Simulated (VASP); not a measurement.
A run of VASP 6.6.1:

Contents of run.py:

```python
from ase.calculators.vasp import Vasp
from ase.dft.bandgap import bandgap
from ase.io import read

atoms = read('Cu.cif')
calc = Vasp(
    directory='calc',
    xc='pbe0',
    pp='PBE',
    setups='recommended',
    pp_version='54',
    prec='Accurate',
    encut=520,
    ediff=1e-06,
    ismear=0,
    sigma=0.01,
    lreal=False,
    lasph=True,
    nelm=100,
    algo='Normal',
    isif=2,
    lwave=False,
    lcharg=True,
    precfock='Normal',
    hfrcut=-1,
    lelf=True,
    lvhar=True,
    kpts=[7, 7, 7],
    gamma=True,
)
atoms.calc = calc

print('energy (eV):', atoms.get_potential_energy())
print('free energy (eV):', atoms.get_potential_energy(force_consistent=True))
print('forces (eV/A):')
print(atoms.get_forces())
print('stress (eV/A^3, Voigt):', atoms.get_stress())
print('Fermi level (eV):', calc.get_fermi_level())
gap, top, bottom = bandgap(calc)
print('band gap (eV):', gap, 'from (spin, k, band)', top, 'to', bottom)
```

File Cu.cif:

```cif
data_Cu
_cell_length_a 2.65111599
_cell_length_b 2.65111599
_cell_length_c 2.65111599
_cell_angle_alpha 108.21809554
_cell_angle_beta 108.21809554
_cell_angle_gamma 112.00763489
_space_group_name_H-M_alt 'P1'
_space_group_name_Hall 'P 1'
_space_group_IT_number 1
loop_
_space_group_symop_operation_xyz
'x,y,z'
loop_
_atom_site_label
_atom_site_type_symbol
_atom_site_symmetry_multiplicity
_atom_site_Wyckoff_symbol
_atom_site_fract_x
_atom_site_fract_y
_atom_site_fract_z
_atom_site_occupancy
Cu1 Cu 1 a 0.0000000000 0.0000000000 0.0000000000 1
```

Potentials or basis: VASP PAW PBE potentials, release 54 (Cu).

Command:

```console
$ python run.py
```

Hardware: 1 thread of Intel(R) Xeon(R) 6975P-C (Granite Rapids) (shared host).

Problem. How long does it take, and how much memory?

Solution. Run time: 12 min on 1 thread of Intel(R) Xeon(R) 6975P-C (Granite Rapids), with other jobs on the host, peak memory 0.12 GiB. Counts: scf iterations 16, k points 40.
